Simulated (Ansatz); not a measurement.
**CrCuO₂ (R-3m) under compression and expansion**

```
Cr Cu O
1.0
     1.48670    0.85835    5.70000
    -1.48670    0.85835    5.70000
     0.00000   -1.71669    5.70000
Cr Cu O
1 1 2
Direct
  0.50000 0.50000 0.50000
  0.00000 0.00000 0.00000
  0.10792 0.10792 0.10792
  0.89208 0.89208 0.89208
```

The reference geometry is a structure as deposited in COD; nothing is relaxed.

Settings: PBEsol, 11×11×11 k mesh, Fermi–Dirac smearing of 0.08 eV. PAW means Ansatz 0.2.0 on its default frozen-core files; LAPW is all-electron LAPW in Ansatz 0.2.0. Site moments are integrated in spheres about the atoms, whose radii differ between the methods. Start moments of the first PAW run (μB): Cr1 3.

The cell shown is scaled evenly to other volumes, and every spin-polarised run starts from the same moments.

```
V/V₀  Å³/atom  M PAW (μB/cell)  M LAPW (μB/cell)  largest site moment, PAW (μB)  P PAW (GPa)  P LAPW (GPa)  F − F(unpolarised), PAW (meV/atom)
 0.7     7.64             2.79              2.80                           1.94        135.6         136.0                                 -60
0.76     8.29             2.93              2.93                           2.09         86.3          86.5                                -118
0.82     8.95             2.98              2.98                           2.19         51.5          51.6                                -171
0.88     9.60             3.00                 –                           2.27         26.7             –                                -217
0.94    10.26             3.00                 –                           2.33            ?             –                                   ?
   1    10.91             3.00              3.00                           2.39         -3.6          -3.6                                -291
1.06    11.57             3.00                 –                           2.45        -12.6             –                                -321
1.12    12.22             3.00                 –                           2.51        -18.9             –                                -347
 1.2    13.09             3.00                 –                           2.58        -24.6             –                                   ?
```

**Question.** Give the missing entry: row "1.2", column "F − F(unpolarised), PAW (meV/atom)".

**Answer.** -377.

**Question.** Give the missing entry: row "0.94", column "P PAW (GPa)".

**Answer.** 9.0.

**Question.** Give the missing entry: row "0.94", column "F − F(unpolarised), PAW (meV/atom)".

**Answer.** -256.

The moments survive down to the smallest volume, V/V₀ = 0.7 at 136 GPa, where the largest is 1.94 μB.

**Question.** How fast does the largest site moment change with volume about V₀?

**Answer.** d ln m/d ln V ≈ ln(2.453/2.333)/ln(1.06/0.94) = 0.42. The cell's moment hardly changes over this step, so the change is one of how the spin density is shared between this sphere and its surroundings.

**Question.** Fit a third-order Birch–Murnaghan equation to the PAW pressures of the magnetic runs between 0.85 and 1.11 V₀. What are the zero-pressure volume and bulk modulus, and what do the unpolarised runs give?

**Answer.** V = 10.70 Å³/atom (0.981 V₀), B = 193 GPa, B′ = 4.5, with a worst miss of 0.01 GPa. The unpolarised pressures, 16.2, 0.0, -11.4, -19.4 GPa at V/V₀ = 0.88, 0.94, 1, 1.06, give 10.25 Å³/atom and 212 GPa, so the moments change the volume by +4.4 %. Cell shape and inner coordinates are held, so these aren't the relaxed crystal's values unless symmetry fixes them.

The PAW files were made with PBE; the program remakes their cores once for the run's functional and then keeps them frozen.  The Ansatz runs typed with the search for lower states off end where their start leads. None of this fixes the real material's magnetic order: only patterns that fit the cell were computed, at zero temperature, with a functional that can overstate moments.
